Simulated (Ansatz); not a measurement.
# TaN: the cost of one run

Method: DFT PBEsol, scalar-relativistic, in Ansatz 0.2.0.

## 1. The structure to begin with

The structure is hexagonal, space group P6_3/mmc (No. 194). Conventional cell: a = 3.048 Å, b = 3.048 Å, c = 4.918 Å, α = 90.00°, β = 90.00°, γ = 120.00°. Ta (site symmetry -3m) has 6 N at 2.15 Å and 2 Ta at 2.46 Å as nearest neighbours. N (site symmetry -6m2) is surrounded by 6 Ta at 2.15 Å.

Coordinates:

```
CELL_PARAMETERS angstrom
3.04800 0.00000 0.00000
-1.52400 2.63965 0.00000
0.00000 0.00000 4.91800
ATOMIC_POSITIONS crystal
Ta 0.00000 0.00000 0.00000
Ta 0.00000 0.00000 0.50000
N 0.33333 0.66667 0.25000
N 0.66667 0.33333 0.75000
```

Atoms are numbered in the order of the input: Ta1, Ta2, N3, N4.

## 2. After the deformation

Space group P6_3/mmc before, P6_3/mmc after.

## 3. Full-potential LAPW

input.yaml

```yaml
crystal:
  lattice:
    - [3.0480019786, 0.0, 0.0]
    - [-1.5240009893, 2.6396471442, 0.0]
    - [0.0, 0.0, 4.96718]
  atoms:
    - { symbol: Ta, position: [0.0, 0.0, 0.0] }
    - { symbol: Ta, position: [0.0, 0.0, 0.5] }
    - { symbol: "N", position: [0.3333333333, 0.6666666667, 0.25] }
    - { symbol: "N", position: [0.6666666667, 0.3333333333, 0.75] }
kpoints:
  mp_grid: { grid: [9, 9, 5] }
  band_path:
    path:
      - [0.0, 0.0, 0.0]
      - [0.5, 0.0, 0.0]
      - [0.3333333333, 0.3333333333, 0.0]
      - [0.0, 0.0, 0.0]
      - [0.0, 0.0, 0.5]
      - [0.5, 0.0, 0.5]
      - [0.3333333333, 0.3333333333, 0.5]
      - [0.0, 0.0, 0.5]
      - [0.5, 0.0, 0.5]
    npoints: 5
scf:
  occupations: { method: fermi_dirac, width: 0.01 }
hamiltonian:
  xc: pbesol
  pseudopotentials: { kind: all_electron, lapw: { basis_error: 0.0005 } }
output:
  forces: true
  stress: true
  eigenvalues: true
```

Command:

```bash
ansatz run input.yaml --threads 1 --pin off --max-ram 6144MiB --backend cpu --events-out ev --progress --plain --runs-dir out
```

What time and memory should one allow on 1 thread of Arm Neoverse N1, shared host?

About 1.9 min, with a peak of 0.57 GiB.
